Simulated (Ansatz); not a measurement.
**HfB2 in Ansatz: the effect of target pressure**

Crystal: HfB2.

```xyz
3
Lattice="3.1400 0.0000 0.0000 -1.5700 2.7193 0.0000 0.0000 0.0000 3.4800" Properties=species:S:1:pos:R:3 pbc="T T T"
Hf    0.0000    0.0000    0.0000
B     1.5700    0.9064    1.7400
B     0.0000    1.8129    1.7400
```

Alike in all runs:

```yaml
Program: Ansatz 0.2.0
Task: relaxation of cell and atoms
Functional: PBE
Potentials_or_basis: Ansatz PAW
Cutoff: "420 eV (not typed: the program's choice for these potentials)"
k_mesh: 10 × 10 × 8
Occupations: fermi-dirac, width 0.05 eV
Spin: no spin polarisation
```

Each run relaxes the cell or the atoms first.

| target pressure | relaxed volume (Å³/atom) |
| --- | --- |
| 0 GPa | 9.96 |
| 2 GPa | 9.88 |
| 5 GPa | 9.77 |
| 10 GPa | ? |
| 20 GPa | 9.28 |
| 30 GPa | 9.02 |

Question: What does the run with target pressure 10 GPa give?

Answer: Relaxed volume 9.60 Å³/atom.

Worked out: In Murnaghan's law V^(-B') rises as a straight line in P. The other rows fit best with B' = 4.1, V0 = 9.96 Å³/atom and B0 = 245 GPa, which gives 9.59 Å³/atom at 10 GPa, against the run's 9.60.

Caveats: the plane-wave basis is chosen anew once the cell has moved, so the energies of steps on either side of that aren't comparable.
